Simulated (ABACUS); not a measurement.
# CuI (Marshite) under changes of volume

One of the cells (27.859 Å³/atom); the others are scaled copies at fixed shape and fractional positions:

```
I Cu
1.0
     0.00000    3.03150    3.03150
     3.03150    0.00000    3.03150
     3.03150    3.03150    0.00000
I Cu
1 1
Direct
  0.00000 0.00000 0.00000
  0.75000 0.75000 0.75000
```

* Program: ABACUS 3.10.1
* Functional: r2SCAN
* Potentials or basis: SG15 ONCV 1.2 PBE
* Cutoff: 1442 eV
* Density cutoff: 5769 eV
* Basis: plane waves
* k mesh: 5 × 5 × 5
* Occupations: fermi-dirac, width 0.05 eV
* Spin: no spin polarisation

```tsv
volume (Å³/atom)	energy over the lowest point (meV/atom)	pressure (GPa)	gap on the mesh (eV)
26.188	11.01	2.5	1.78
26.745	?	?	?
27.302	0.46	0.5	1.67
27.859	0.00	-0.3	1.62
28.417	2.25	-1.1	1.58
28.974	6.89	-1.7	1.53
29.531	49.93	-2.5	1.49
```

Question: What does the run at 26.745 Å³/atom give?

Answer: Energy over the lowest point 3.99 meV/atom; pressure 1.4 GPa; gap on the mesh 1.72 eV.

The energies don't lie on one smooth curve, so no fit is given. The run at 29.531 Å³/atom lies farthest off, from a change of basis, grid or state.

Energies are extrapolated to zero smearing.

Caveats: the potentials were made for another functional, which shifts forces and pressure; spin-orbit coupling is left out, which moves the levels of the heavy elements.
